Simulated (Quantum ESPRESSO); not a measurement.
A calculation with Quantum ESPRESSO 7.5 of TiSi2 (native input, structure typed inline):

pw.in

```
&CONTROL
  calculation = 'scf'
  prefix = 'pwscf'
  outdir = './tmp'
  pseudo_dir = './pseudo'
  tprnfor = .true.
  tstress = .true.
  disk_io = 'low'
/
&SYSTEM
  ibrav = 0
  celldm(1) = 8
  nat = 3
  ntyp = 2
  ecutwfc = 45
  ecutrho = 360
  nbnd = 16
  occupations = 'smearing'
  smearing = 'fd'
  degauss = 0.00367493
/
&ELECTRONS
  conv_thr = 6d-10
  electron_maxstep = 120
  mixing_beta = 0.5
/
ATOMIC_SPECIES
Ti    47.8670 ti_pbesol_v1.4.uspp.F.UPF
Si    28.0850 si_pbesol_v1.uspp.F.UPF
CELL_PARAMETERS alat
 -0.3479155870787   0.4044320987194   0.9949604105240
  0.3479155870787  -0.4044320987194   0.9949604105240
  0.3479155870787   0.4044320987194  -0.9949604105240
ATOMIC_POSITIONS crystal
Ti     0.0000000000    0.0000000000    0.0000000000
Si     0.6700780000    0.6700780000    0.0000000000
Si     0.3299220000    0.3299220000    0.0000000000
K_POINTS automatic
12 12 12 0 0 0
```

Contents of pp_density.in:

```
&INPUTPP
  prefix = 'pwscf'
  outdir = './tmp'
  filplot = 'density.dat'
  plot_num = 0
/
&PLOT
  nfile = 1
  filepp(1) = 'density.dat'
  iflag = 3
  output_format = 6
  fileout = 'density.cube'
/
```

pp_potential.in

```
&INPUTPP
  prefix = 'pwscf'
  outdir = './tmp'
  filplot = 'potential.dat'
  plot_num = 11
/
&PLOT
  nfile = 1
  filepp(1) = 'potential.dat'
  iflag = 3
  output_format = 6
  fileout = 'potential.cube'
/
```

Potentials or basis: GBRV 1.5 PBEsol.

Command:

```sh
$ OMP_NUM_THREADS=1 mpirun -n 2 pw.x -nk 2 -in pw.in > pw.out
$ OMP_NUM_THREADS=1 mpirun -n 1 pp.x -in pp_density.in > pp_density.out
$ OMP_NUM_THREADS=1 mpirun -n 1 pp.x -in pp_potential.in > pp_potential.out
```

The cell comes from a database or a generator and needn't be the stable form of this composition.

**Question.** Write the same calculation in another form: ASE script, structure from a CIF.

**Answer.** As run:

Contents of run.py:

```python
import numpy as np
from ase.calculators.espresso import Espresso, EspressoProfile
import spglib
from ase import Atoms
from ase.io import read

atoms = read('TiSi2.cif')
cell, pos, num = spglib.standardize_cell((atoms.cell[:], atoms.get_scaled_positions(), atoms.numbers), to_primitive=True, symprec=1e-4)
atoms = Atoms(numbers=num, cell=cell, scaled_positions=pos, pbc=True)

input_data = {
    'control': {'calculation': 'scf', 'prefix': 'pwscf', 'outdir': './tmp', 'tprnfor': True, 'tstress': True, 'disk_io': 'nowf'},
    'system': {'ecutwfc': 45.0, 'ecutrho': 360.0, 'nbnd': 16, 'occupations': 'smearing', 'smearing': 'fd', 'degauss': 0.00367493},
    'electrons': {'conv_thr': 6e-10, 'electron_maxstep': 120, 'mixing_beta': 0.5},
}
pseudopotentials = {'Si': 'si_pbesol_v1.uspp.F.UPF', 'Ti': 'ti_pbesol_v1.4.uspp.F.UPF'}
profile = EspressoProfile(command='mpirun -n 2 pw.x -nk 2', pseudo_dir='pseudo')
dft = Espresso(profile=profile, input_data=input_data, pseudopotentials=pseudopotentials, kpts=(12, 12, 12), koffset=(0, 0, 0))
atoms.calc = dft

print(f'energy {atoms.get_potential_energy():.8f} eV')
print('forces (eV/A)')
print(np.round(atoms.get_forces(), 6))
print('stress (eV/A^3, Voigt)')
print(np.round(atoms.get_stress(), 8))
print(f'Fermi level {dft.get_fermi_level():.4f} eV')
```

The input TiSi2.cif:

```cif
data_TiSi2
_cell_length_a 2.94574400
_cell_length_b 3.42426000
_cell_length_c 8.42416600
_cell_angle_alpha 90.00000000
_cell_angle_beta 90.00000000
_cell_angle_gamma 90.00000000
_space_group_name_H-M_alt 'Immm'
_space_group_name_Hall '-I 2 2'
_space_group_IT_number 71
loop_
_space_group_symop_operation_xyz
'x,y,z'
'-x,-y,-z'
'-x,-y,z'
'x,y,-z'
'x,-y,-z'
'-x,y,z'
'-x,y,-z'
'x,-y,z'
'x+1/2,y+1/2,z+1/2'
'-x+1/2,-y+1/2,-z+1/2'
'-x+1/2,-y+1/2,z+1/2'
'x+1/2,y+1/2,-z+1/2'
'x+1/2,-y+1/2,-z+1/2'
'-x+1/2,y+1/2,z+1/2'
'-x+1/2,y+1/2,-z+1/2'
'x+1/2,-y+1/2,z+1/2'
loop_
_atom_site_label
_atom_site_type_symbol
_atom_site_symmetry_multiplicity
_atom_site_Wyckoff_symbol
_atom_site_fract_x
_atom_site_fract_y
_atom_site_fract_z
_atom_site_occupancy
Ti1 Ti 2 a 0.0000000000 0.0000000000 0.0000000000 1
Si1 Si 4 i 0.0000000000 0.0000000000 0.6700780000 1
```

Potentials or basis: GBRV 1.5 PBEsol.

Command:

```console
$ OMP_NUM_THREADS=1 python run.py
```

Both were run:

|  | native input, structure typed inline | ASE script, structure from a CIF |
| --- | --- | --- |
| Pressure | -3.7 GPa | -3.7 GPa |
| Largest force | 0.065 eV/Å | 0.065 eV/Å |
| Band gap on the k mesh | none (metal or under the smearing width) | none (metal or under the smearing width) |

Keys that steer only the numerical path or the files written may differ.
